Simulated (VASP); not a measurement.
ZrSe2, 3 atoms in the cell. Symmetry: P-3m1, No. 164, trigonal system. The conventional cell has a = 3.798 Å, b = 3.798 Å, c = 6.192 Å, α = 90.00°, β = 90.00°, γ = 120.00°. Zr (site symmetry -3m) has 6 Se at 2.68 Å as nearest neighbours. Se (site symmetry 3m) has 3 Zr at 2.68 Å as nearest neighbours. 

- Program: VASP 6.6.1
- Task: single point
- Functional: PBE
- Potentials or basis: VASP PAW PBE potentials, release 64 (Zr_sv, Se)
- Cutoff: 520 eV
- k mesh: 8 × 8 × 5
- Occupations: fermi-dirac, width 0.05 eV
- Spin: no spin polarisation
- Further INCAR settings: ALGO = Normal; EDIFF = 1e-07; NBANDS = 19

Potentials or basis: VASP PAW PBE potentials, release 64 (Zr_sv, Se).

Run with:

```bash
$ cat potpaw_PBE.64/Zr_sv/POTCAR potpaw_PBE.64/Se/POTCAR > POTCAR
$ mpirun -np 1 vasp_std > vasp.out
```

Hardware: 1 thread of AMD EPYC 9R45 (Zen 5), with other jobs on the host.

Question: How long does it take, and how much memory?

Answer: It took 29 s on 1 thread of AMD EPYC 9R45 (Zen 5), with other jobs on the host, peak memory 0.18 GiB. Counts: scf iterations 16, k points 40.
